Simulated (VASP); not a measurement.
AgCl: single point with PBE0

AgCl:

```
Ag Cl
1.0
     0.00000    2.99325    2.99325
     2.99325    0.00000    2.99325
     2.99325    2.99325    0.00000
Ag Cl
1 1
Direct
  0.00000 0.00000 0.00000
  0.25000 0.25000 0.25000
```

The cell was built by a generator and needn't be a form met in nature.

```
Program             : VASP 6.6.1
Task                : single point
Functional          : PBE0
Potentials or basis : VASP PAW PBE potentials, release 64 (Ag, Cl)
Cutoff              : 520 eV
k mesh              : 4 × 4 × 4
Occupations         : gaussian, width 0.01 eV
Spin                : no spin polarisation
```

```yaml
Pressure: 0.9 GPa
Band_gap_on_the_k_mesh: 3.43 eV, direct
```

Levels at points of the mesh, in eV from the valence-band top:
| k point | band 5 | band 6 | band 7 | band 8 | band 9 | band 10 | band 11 | band 12 | band 13 | band 14 |
| --- | --- | --- | --- | --- | --- | --- | --- | --- | --- | --- |
| (0.00, 0.00, 0.00) | -2.56 | -2.56 | 0.00 | 0.00 | 0.00 | 3.43 | 10.45 | 10.45 | 10.45 | 15.11 |
| (0.50, 0.00, 0.00) | -2.49 | -2.49 | -2.40 | -0.64 | -0.64 | 6.08 | 8.96 | 10.78 | 10.78 | 14.22 |
| (0.50, 0.50, 0.00) | -2.50 | -2.41 | -1.98 | -1.55 | -1.55 | 6.88 | 7.93 | 10.90 | 13.22 | 13.22 |

It took 3.7 min on 1 thread of Intel(R) Xeon(R) 6975P-C (Granite Rapids), on a shared host, peak memory 0.18 GiB.

Caveat: the k mesh is coarse (spacing up to 0.45 Å⁻¹), so the values aren't converged, least of all with exact exchange; the PAW data sets were made with another functional, which shifts forces and pressure a little.
